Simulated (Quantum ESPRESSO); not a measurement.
Crystal: Ag.

```
Ag
1.0
     2.93000    0.00000    0.00000
    -1.46500    2.53745    0.00000
     0.00000    0.00000    4.79000
Ag
2
Cartesian
  1.4650 0.8458 3.5925
  0.0000 1.6916 1.1975
```

This isn't the form of Ag at room conditions, which is fcc.

* Program: Quantum ESPRESSO 7.5
* Task: single point
* Functional: PBE
* Potentials or basis: SSSP 1.3 efficiency PBE
* Cutoff: 816 eV
* Density cutoff: 3265 eV
* k mesh: 10 × 10 × 6
* Occupations: fermi-dirac, width 0.05 eV
* Spin: no spin polarisation

On this cell: pressure 0.4 GPa; largest force under 0.003 eV/Å; band gap on the k mesh none (metal or under the smearing width).

The same run follows on a disturbed copy (atoms moved at random, drawn with an rms of 0.05 Å):

```
CELL_PARAMETERS angstrom
2.93000 0.00000 0.00000
-1.46500 2.53745 0.00000
0.00000 0.00000 4.79000
ATOMIC_POSITIONS crystal
Ag 0.68483 0.35008 0.74689
Ag 0.33791 0.67266 0.25057
```

Q: What changes?

A: The energy (extrapolated to zero smearing) moves by +0.7 meV/atom; pressure 0.5 GPa; largest force 0.097 eV/Å; band gap on the k mesh none (metal or under the smearing width).

Forces in eV/Å, atoms in the order of the input:
```
Ag  -0.023 -0.023  0.091
Ag   0.023  0.023 -0.091
```

Stress tensor (GPa, compression positive):
```
 0.82  0.15 -0.02
 0.15  0.49 -0.02
-0.02 -0.02  0.04
```
